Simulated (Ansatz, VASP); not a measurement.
## Two plane-wave programs on TiC

```
CELL_PARAMETERS angstrom
3.04209 0.00000 0.00000
-1.52104 2.63452 0.00000
0.00000 0.00000 2.69797
ATOMIC_POSITIONS crystal
Ti 0.00000 0.00000 0.50000
C 0.33333 0.66667 0.00000
```

The cell was built by a generator and needn't be a form met in nature.

Alike in both runs: task relaxation of cell and atoms; functional LDA; k mesh 10 × 10 × 10; occupations fermi-dirac, width 0.05 eV; no spin polarisation.

|  | VASP | Ansatz |
| --- | --- | --- |
| version | VASP 6.6.1 | Ansatz 0.2.0 |
| potentials or method | VASP PAW LDA potentials, release 64 (Ti_sv, C) | Ansatz PAW |
| plane-wave cutoff (eV) | 600 | 420 |
| valence electrons in the cell | 16 | 16 |

Ansatz gave:

- gap on the k mesh at the Fermi level, each at its own relaxed structure (eV): none
- relaxed volume (Å³/atom): 10.26
- relaxed cell length with the largest relative difference (Å): 2.985
- energy change over the relaxation (meV/atom): -20

Q: What did VASP give for the same quantities?

A: gap on the k mesh at the Fermi level, each at its own relaxed structure (eV): none; relaxed volume (Å³/atom): 10.28; relaxed cell length with the largest relative difference (Å): 2.986; energy change over the relaxation (meV/atom): -19.

A gap of «none» marks a metal or a gap that the smearing closes.

Caveats: the plane-wave basis is chosen anew once the cell has moved, so the energies of steps on either side of that aren't comparable (Ansatz); the pressure holds a Pulay correction of +0.3 GPa for the finite cutoff (Ansatz); the PAW data sets come from PBE, with cores solved anew for the run's functional, which leaves a small shift of forces and pressure (Ansatz).
